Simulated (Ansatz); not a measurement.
Crystal: P.

```xyz
4
Lattice="1.6477 -5.4650 0.0000 1.6477 5.4650 0.0000 0.0000 0.0000 4.5436" Properties=species:S:1:pos:R:3 pbc="T T T"
P     1.6477   -4.4173    2.6754
P     1.6477    4.4173    1.8683
P     1.6477   -1.0477    0.4035
P     1.6477    1.0477    4.1401
```

Base run:

- Program: Ansatz 0.2.0
- Functional: RPBE
- Potentials or basis: Ansatz PAW
- Cutoff: 420 eV (not typed: the program's choice for these potentials)
- k mesh: 5 × 5 × 4
- Occupations: fermi-dirac, width 0.05 eV
- Spin: no spin polarisation

Its results: band gap on the k mesh 0.49 eV, direct; pressure 3.9 GPa; largest force 0.355 eV/Å.

Question: After a change of settings the same cell gave: band gap on the k mesh 0.52 eV, direct; pressure 6.5 GPa; largest force 0.457 eV/Å. Which change was it?
A. functional from RPBE to r2SCAN; cutoff from 420 eV (not typed: the program's choice for these potentials) to 500 eV (not typed: the program's choice for these potentials)
B. functional from RPBE to LDA
C. functional from RPBE to r2SCAN0; cutoff from 420 eV (not typed: the program's choice for these potentials) to 500 eV (not typed: the program's choice for these potentials)
D. functional from RPBE to BLYP

Answer: D.

Caveats: odd divisions of the mesh miss points on the zone boundary, where band edges often lie, so the gap on the mesh can be too wide; the PAW data sets come from PBE, with cores solved anew for the run's functional, which leaves a small shift of forces and pressure; the density of states is complete only up to the lowest level of the last band computed.

Runs at the PBE level aren't shown here.
